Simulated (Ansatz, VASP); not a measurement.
## One calculation of Si2Ni, two programs

```
CELL_PARAMETERS angstrom
3.58051 0.00000 0.00000
0.00000 3.58051 0.00000
0.00000 0.00000 3.24722
ATOMIC_POSITIONS crystal
Si 0.00000 0.50000 0.50000
Si 0.50000 0.00000 0.50000
Ni 0.00000 0.00000 0.00000
```

Alike in both runs: functional PBE; k mesh 14 × 14 × 14; occupations gaussian, width 0.1 eV; no spin polarisation.

Ansatz relaxed the structure, and its values are those at the end. VASP's run is a single point on that final structure, the one shown.

|  | VASP | Ansatz |
| --- | --- | --- |
| version | VASP 6.6.1 | Ansatz 0.2.0 |
| potentials or method | VASP PAW PBE potentials, release 64 (Si, Ni) | scalar-relativistic, plane waves, PAW |
| plane-wave cutoff (eV) | 520 | 420 |
| valence electrons in the cell | 18 | 26 |

VASP gave:

| Property | Result |
| --- | --- |
| gap on the k mesh at the Fermi level (eV) | none |
| pressure (GPa) | -0.1 |

What did Ansatz give for the same quantities?

gap on the k mesh at the Fermi level (eV): none; pressure (GPa): 0.0.

A gap of «none» marks a metal or a gap that the smearing closes. The two sets of potentials don't hold the same shells in valence.

Spin polarisation is off, so any magnetic state and its effect on volume and gap are missing.
